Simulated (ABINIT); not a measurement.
The system is Si2W.

```
W Si
1.0
    -1.60690    1.60690    3.91495
     1.60690   -1.60690    3.91495
     1.60690    1.60690   -3.91495
W Si
1 2
Direct
  0.00000 0.00000 0.00000
  0.66530 0.66530 0.00000
  0.33470 0.33470 0.00000
```

| Property | Result |
| --- | --- |
| Program | ABINIT 10.8.3 (patched build) |
| Task | relaxation of cell and atoms |
| Functional | PBE |
| Dispersion | D3(BJ) |
| Potentials or basis | JTH PAW PBE v2.0 |
| Cutoff | 435 eV |
| k mesh | 10 × 10 × 10 |
| Occupations | fermi-dirac, width 0.05 eV |
| Spin | no spin polarisation |

At the start: pressure -3.7 GPa; volume 13.48 Å³/atom.

Task: Where does the relaxation end?

Result: Over 8 steps the energy falls by 2.6 meV/atom and the volume is 13.26 Å³/atom (-1.6 %); space group I4/mmm (No. 139, to 0.05 Å).

The path:
```
step  energy change (eV)  largest force (eV/Å)  pressure (GPa)  volume (Å³)
   1              0.0000                0.0381           -3.67        40.44
   2             -0.0068                0.0623           -1.12        39.98
   3             -0.0077                0.0588            0.04        39.78
   4             -0.0078                0.0459            0.09        39.77
   5             -0.0079                0.0110            0.04        39.77
   6             -0.0079                0.0050            0.00        39.77
   7             -0.0079                0.0001           -0.01        39.77
   8             -0.0079                0.0002            0.00        39.77
```

Final structure:
```yaml
crystal:
  lattice:
    - [-1.59683, 1.59683, 3.89929]
    - [1.59683, -1.59683, 3.89929]
    - [1.59683, 1.59683, -3.89929]
  atoms:
    - { symbol: W, position: [0.00000, 0.00000, 0.00000] }
    - { symbol: Si, position: [0.66585, 0.66585, 0.00000] }
    - { symbol: Si, position: [0.33415, 0.33415, 0.00000] }
```

Caveat: pairwise dispersion overbinds metals, which lowers pressure and volume.
